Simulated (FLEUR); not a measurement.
# CdTe (F-43m) in FLEUR: a series of runs, part 2 of 2

FLEUR MaX-R8.1 (patched build s14). The steps go on from the part before.

## (3) Band structure, PW91

Changes to inp.xml since step 2:

```diff
@@ -6,8 +6,8 @@
    <calculationSetup>
-      <cutoffs Kmax="3.8" Gmax="11.8" GmaxXC="11.8" numbands="all"/>
+      <cutoffs Kmax="3.8" Gmax="11.8" GmaxXC="11.8" numbands="0"/>
       <scfLoop itmax="60" minDistance="0.00001" maxIterBroyd="15" imix="Anderson" alpha="0.05" precondParam="0.0" spinf="2.0"/>
       <coreElectrons ctail="T" frcor="F" kcrel="0" coretail_lmax="0"/>
-      <xcFunctional name="wc" relativisticCorrections="F"/>
+      <xcFunctional name="pw91" relativisticCorrections="F"/>
       <magnetism jspins="1"/>
-      <soc l_soc="T" theta="0.0" phi="0.0" spav="F"/>
+      <soc l_soc="F" theta="0.0" phi="0.0" spav="F"/>
       <expertModes spex="0" secvar="F"/>
```

crystal.txt

```
CdTe
&input cartesian=F /
0.0000000000  3.2050000000  3.2050000000
3.2050000000  0.0000000000  3.2050000000
3.2050000000  3.2050000000  0.0000000000
1.8897261246
1.0 1.0 1.0

2
52 0.7500000000  0.7500000000  0.7500000000
48 0.0000000000  0.0000000000  0.0000000000

&kpt div1=7 div2=7 div3=7 gamma=T /
```

Changes to inp.xml (bands) since step 2:

```diff
@@ -6,8 +6,8 @@
    <calculationSetup>
-      <cutoffs Kmax="3.8" Gmax="11.8" GmaxXC="11.8" numbands="all"/>
+      <cutoffs Kmax="3.8" Gmax="11.8" GmaxXC="11.8" numbands="0"/>
       <scfLoop itmax="60" minDistance="0.00001" maxIterBroyd="15" imix="Anderson" alpha="0.05" precondParam="0.0" spinf="2.0"/>
       <coreElectrons ctail="T" frcor="F" kcrel="0" coretail_lmax="0"/>
-      <xcFunctional name="wc" relativisticCorrections="F"/>
+      <xcFunctional name="pw91" relativisticCorrections="F"/>
       <magnetism jspins="1"/>
-      <soc l_soc="T" theta="0.0" phi="0.0" spav="F"/>
+      <soc l_soc="F" theta="0.0" phi="0.0" spav="F"/>
       <expertModes spex="0" secvar="F"/>
```

Potentials or basis: all-electron, FLAPW.

Started as:

```console
$ inpgen -f crystal.txt -profile fastHighL
$ # inp.xml edited to the form shown
$ fleur
$ fleur   # second run, on inp.xml (bands)
```

It took 73 s on 1 thread of Intel Xeon Platinum 8175M at 2.50GHz (Skylake/Cascade Lake), shared host; peak memory 0.06 GiB.

The run converged. Its results:

```yaml
Free_energy: -337277.3781 eV
Band_gap_on_the_k_mesh: 0.82 eV, direct
Band_gap_along_the_path: 0.82 eV, direct
Valence_electrons_inside_the_program's_atomic_spheres: Te 19.08; Cd 18.61 (radii Te 2.3, Cd 2.56 bohr)
```

Levels at the corners of the path, in eV from the valence-band top:
| point | band 18 | band 19 | band 20 | band 21 | band 22 | band 23 | band 24 | band 25 |
| --- | --- | --- | --- | --- | --- | --- | --- | --- |
| Γ | -8.12 | 0.00 | 0.00 | 0.00 | 0.82 | 4.60 | 4.60 | 4.60 |
| X | -7.60 | -4.47 | -1.97 | -1.97 | 2.54 | 2.66 | 8.98 | 9.29 |
| W | -7.50 | -4.35 | -2.45 | -2.33 | 4.35 | 4.68 | 5.60 | 6.30 |
| K | -7.54 | -4.37 | -2.70 | -1.64 | 2.87 | 4.56 | 7.41 | 7.54 |
| Γ | -8.12 | 0.00 | 0.00 | 0.00 | 0.82 | 4.60 | 4.60 | 4.60 |
| L | -7.74 | -4.61 | -0.82 | -0.82 | 1.83 | 5.20 | 5.20 | 7.07 |
| U | -7.54 | -4.37 | -2.70 | -1.64 | 2.87 | 4.56 | 7.41 | 7.54 |
| W | -7.50 | -4.35 | -2.45 | -2.33 | 4.35 | 4.68 | 5.60 | 6.30 |
| L | -7.74 | -4.61 | -0.82 | -0.82 | 1.83 | 5.20 | 5.20 | 7.07 |
| K | -7.54 | -4.37 | -2.70 | -1.64 | 2.87 | 4.56 | 7.41 | 7.54 |
| U | -7.54 | -4.37 | -2.70 | -1.64 | 2.87 | 4.56 | 7.41 | 7.54 |
| X | -7.60 | -4.47 | -1.97 | -1.97 | 2.54 | 2.66 | 8.98 | 9.29 |

Core levels (eV from the Fermi level):
```tsv
atom	levels
1 Te	1s1/2 -31605.8, 2s1/2 -4840.8, 2p1/2 -4535.4, 2p3/2 -4260.8, 3s1/2 -959.0, 3p1/2 -833.4, 3p3/2 -782.2, 4s1/2 -158.7, 3d3/2 -560.6, 3d5/2 -549.9
2 Cd	1s1/2 -26509.6, 2s1/2 -3931.6, 2p1/2 -3660.1, 2p3/2 -3467.6, 3s1/2 -729.8, 3p1/2 -621.0, 3p3/2 -586.6, 3d3/2 -393.9, 3d5/2 -387.0
```

Caveat: spin-orbit coupling is left out, which moves the levels of the heavy elements.

## (4) Equation of state, PW91, 30.95 Å³/atom (volume scaled by 0.94)

Changes to inp.xml since step 3:

```diff
@@ -24,3 +24,3 @@
       <xi:include xmlns:xi="http://www.w3.org/2001/XInclude" href="sym.xml"> </xi:include>
-      <bulkLattice scale="1.0">
+      <bulkLattice scale="0.9795861087">
          <bravaisMatrix>
@@ -34,3 +34,3 @@
       <species name="Tellurium (Te)" element="Te" atomicNumber="52">
-         <mtSphere radius="2.3" gridPoints="761" logIncrement="0.017"/>
+         <mtSphere radius="2.23" gridPoints="761" logIncrement="0.017"/>
          <atomicCutoffs lmax="9" lnonsphr="7"/>
@@ -51,3 +51,3 @@
       <species name="Cadmium (Cd)" element="Cd" atomicNumber="48">
-         <mtSphere radius="2.56" gridPoints="847" logIncrement="0.015"/>
+         <mtSphere radius="2.48" gridPoints="847" logIncrement="0.015"/>
          <atomicCutoffs lmax="10" lnonsphr="8"/>
```

Started as:

```console
$ inpgen -f crystal.txt -profile fastHighL
$ # inp.xml edited to the form shown
$ fleur
```

Run time: 60 s. Hardware: 1 thread of Intel Xeon Platinum 8175M at 2.50GHz (Skylake/Cascade Lake), shared host; peak memory 0.08 GiB.

The run converged. Its results:

```yaml
Free_energy: -337277.1812 eV
Band_gap_on_the_k_mesh: 1.02 eV, direct
Valence_electrons_inside_the_program's_atomic_spheres: Te 18.86; Cd 18.49 (radii Te 2.23, Cd 2.48 bohr)
```

Caveat: the plane-wave cutoff is short for the semicore states, which can make moduli rough; spin-orbit coupling is left out, which moves the levels of the heavy elements.

## (5) Equation of state, PW91, 31.60 Å³/atom (volume scaled by 0.96)

Changes to inp.xml since step 4:

```diff
@@ -24,3 +24,3 @@
       <xi:include xmlns:xi="http://www.w3.org/2001/XInclude" href="sym.xml"> </xi:include>
-      <bulkLattice scale="0.9795861087">
+      <bulkLattice scale="0.9864848297">
          <bravaisMatrix>
```

Started as:

```console
$ inpgen -f crystal.txt -profile fastHighL
$ # inp.xml edited to the form shown
$ fleur
```

It took 58 s on 1 thread of Intel Xeon Platinum 8175M at 2.50GHz (Skylake/Cascade Lake), shared host; peak memory 0.08 GiB.

It converged, with:

```
Free energy                                           : -337277.2383 eV
Band gap on the k mesh                                : 0.95 eV, direct
Valence electrons inside the program's atomic spheres : Te 18.85; Cd 18.47 (radii Te 2.23, Cd 2.48 bohr)
```

Caveat: the plane-wave cutoff is short for the semicore states, which can make moduli rough; spin-orbit coupling is left out, which moves the levels of the heavy elements.

## (6) Equation of state, PW91, 32.92 Å³/atom

Changes to inp.xml since step 5:

```diff
@@ -24,3 +24,3 @@
       <xi:include xmlns:xi="http://www.w3.org/2001/XInclude" href="sym.xml"> </xi:include>
-      <bulkLattice scale="0.9864848297">
+      <bulkLattice scale="1.0000000000">
          <bravaisMatrix>
```

Potentials or basis: all-electron, FLAPW.

Started as:

```console
$ inpgen -f crystal.txt -profile fastHighL
$ # inp.xml edited to the form shown
$ fleur
```

It took 61 s on 1 thread of Intel Xeon Platinum 8175M at 2.50GHz (Skylake/Cascade Lake), shared host; peak memory 0.08 GiB.

Results (log left out):

* Free energy: -337277.3238 eV
* Band gap on the k mesh: 0.82 eV, direct
* Valence electrons inside the program's atomic spheres: Te 18.83; Cd 18.43 (radii Te 2.23, Cd 2.48 bohr)

Caveat: the plane-wave cutoff is short for the semicore states, which can make moduli rough; spin-orbit coupling is left out, which moves the levels of the heavy elements.

## (7) Equation of state, PW91, 34.24 Å³/atom (volume scaled by 1.04)

Changes to inp.xml since step 6:

```diff
@@ -24,3 +24,3 @@
       <xi:include xmlns:xi="http://www.w3.org/2001/XInclude" href="sym.xml"> </xi:include>
-      <bulkLattice scale="1.0000000000">
+      <bulkLattice scale="1.0131594038">
          <bravaisMatrix>
```

Started as:

```console
$ inpgen -f crystal.txt -profile fastHighL
$ # inp.xml edited to the form shown
$ fleur
```

It took 65 s on 1 thread of Intel Xeon Platinum 8175M at 2.50GHz (Skylake/Cascade Lake), shared host; peak memory 0.08 GiB.

It converged, with:

```yaml
Free_energy: -337277.3729 eV
Band_gap_on_the_k_mesh: 0.71 eV, direct
Valence_electrons_inside_the_program's_atomic_spheres: Te 18.82; Cd 18.40 (radii Te 2.23, Cd 2.48 bohr)
```

Caveat: the plane-wave cutoff is short for the semicore states, which can make moduli rough; spin-orbit coupling is left out, which moves the levels of the heavy elements.

## (8) Equation of state, PW91, 34.90 Å³/atom (volume scaled by 1.06)

Changes to inp.xml since step 7:

```diff
@@ -24,3 +24,3 @@
       <xi:include xmlns:xi="http://www.w3.org/2001/XInclude" href="sym.xml"> </xi:include>
-      <bulkLattice scale="1.0131594038">
+      <bulkLattice scale="1.0196128224">
          <bravaisMatrix>
```

Started as:

```console
$ inpgen -f crystal.txt -profile fastHighL
$ # inp.xml edited to the form shown
$ fleur
```

Run time: 65 s. Hardware: 1 thread of Intel Xeon Platinum 8175M at 2.50GHz (Skylake/Cascade Lake), shared host; peak memory 0.08 GiB.

It converged, with:

| Quantity | Value |
| --- | --- |
| Free energy | -337277.3854 eV |
| Band gap on the k mesh | 0.65 eV, direct |
| Valence electrons inside the program's atomic spheres | Te 18.81; Cd 18.38 (radii Te 2.23, Cd 2.48 bohr) |

Caveat: the plane-wave cutoff is short for the semicore states, which can make moduli rough; spin-orbit coupling is left out, which moves the levels of the heavy elements.

## (9) Equation of state, PW91

Potentials or basis: all-electron, FLAPW.

No new run: the results of the series are fitted here.

What came out:

```yaml
Equilibrium_volume: "35.65 Å³/atom (rough: see the caveat)"
Bulk_modulus: 47 GPa (rough)
```

Energy against volume, from the lowest point:
```tsv
volume (Å³/atom)	energy (meV/atom)
30.947	102.11
31.605	73.52
32.922	30.79
34.239	6.25
34.897	0.00
```

Caveat: the fit is doubtful: noisy points or a state that changes with volume; the minimum lies outside the volumes run; the plane-wave cutoff is short for the semicore states, which can make moduli rough.

## (10) Summary

| task | level | spin | k mesh | muffin-tin radii | max iterations | mixing factor | mixer | mixer history | gap on the mesh (eV) |
| --- | --- | --- | --- | --- | --- | --- | --- | --- | --- |
| band structure | Wu-Cohen GGA | SOC, no magnetisation | 5 × 5 × 5 | Te 2.3, Cd 2.56 bohr | 60 | 0.05 | Anderson | 15 | 0.44 |
| band structure | PW91 | off | 7 × 7 × 7 | Te 2.3, Cd 2.56 bohr | 60 | 0.05 | Anderson | 15 | 0.82 |
| equation of state | PW91 | off | 7 × 7 × 7 | Te 2.23, Cd 2.48 bohr | - | - | - | - | - |

Alike in all rows: potentials or basis all-electron, FLAPW; cell as given; smearing fermi-dirac 0.05 eV; kmax 3.8 1/bohr.

Caveats: spin-orbit coupling is left out, which moves the levels of the heavy elements (some runs); the fit is doubtful: noisy points or a state that changes with volume (some runs); the minimum lies outside the volumes run (some runs); the plane-wave cutoff is short for the semicore states, which can make moduli rough (some runs).

Compare energies only between runs with the same functional and basis.

## (11) Against experiment

Step 2. A measured gap of CdTe is 1.607 eV (0 K; a printed reference work, data compilation); the calculated 0.44 eV misses it by -1.16 eV. So large a miss can be the level of theory's own, or it may mean another phase, state or a wrong row. The value is that of Wu-Cohen GGA, without temperature or zero-point motion.

Step 3. A measured gap of CdTe is 1.607 eV (0 K; a printed reference work, data compilation); the calculated 0.82 eV misses it by -0.78 eV. Spin-orbit coupling on Cd, Te is left out. The value is that of PW91, without temperature or zero-point motion. Semilocal functionals fall short of measured gaps as a rule.
